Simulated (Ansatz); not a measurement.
System: rock-salt LiI. Method: LDA in Ansatz (PAW).

Settings: plane-wave cutoff 500 eV, 10×10×10 k mesh, gaussian smearing 0.02 eV, scalar-relativistic PAW data made under PBE.

Cell (relaxed at this level):

```cif
data_ILi
_chemical_formula_sum 'Li1 I1'
_space_group_name_H-M_alt 'P 1'
_space_group_IT_number 1
_cell_length_a 4.10507
_cell_length_b 4.10507
_cell_length_c 4.10507
_cell_angle_alpha 60.000
_cell_angle_beta 60.000
_cell_angle_gamma 60.000
loop_
_space_group_symop_operation_xyz
  'x, y, z'
loop_
_atom_site_label
_atom_site_type_symbol
_atom_site_fract_x
_atom_site_fract_y
_atom_site_fract_z
_atom_site_occupancy
Li1 Li 0.00000 0.00000 0.00000 1
I1 I 0.50000 0.50000 0.50000 1
```

Q: Give the computed band gap.

A: 
band gap: 4.29 eV (on the SCF k mesh)

Measured, for comparison: band gap 6.4 eV (temperature not stated, not corrected to a static lattice, our sources range from 6.10 to 6.40; as tabulated in Aguado et al. (1998), arXiv:cond-mat/9809176).

Spin–orbit coupling is not included; with these elements it can move the gap by several tenths of an eV or more.

Computing time: around 13 core-seconds (rough).

Ansatz is an electronic-structure program.
